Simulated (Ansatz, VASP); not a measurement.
# Al: VASP beside Ansatz

```
Al
1.0
    -1.45991    1.45991    1.82679
     1.45991   -1.45991    1.82679
     1.45991    1.45991   -1.82679
Al
1
Direct
  0.00000 0.00000 0.00000
```

Alike in both runs: task single point; functional PBE; k mesh 22 × 22 × 22; occupations gaussian, width 0.15 eV; no spin polarisation.

|  | VASP | Ansatz |
| --- | --- | --- |
| version | VASP 6.6.1 | Ansatz 0.2.0 |
| potentials or method | VASP PAW PBE potentials, release 64 (Al) | scalar-relativistic, plane waves, PAW |
| plane-wave cutoff (eV) | 520 | 420 |
| valence electrons in the cell | 3 | 3 |

Ansatz gave:

- gap on the k mesh at the Fermi level (eV): none
- pressure (GPa): 5.9
- largest component of the traceless stress (GPa): 4.61

Q: Which values does VASP return?

A: gap on the k mesh at the Fermi level (eV): none; pressure (GPa): 5.9; largest component of the traceless stress (GPa): 4.63.

A gap of «none» marks a metal or a gap that the smearing closes.
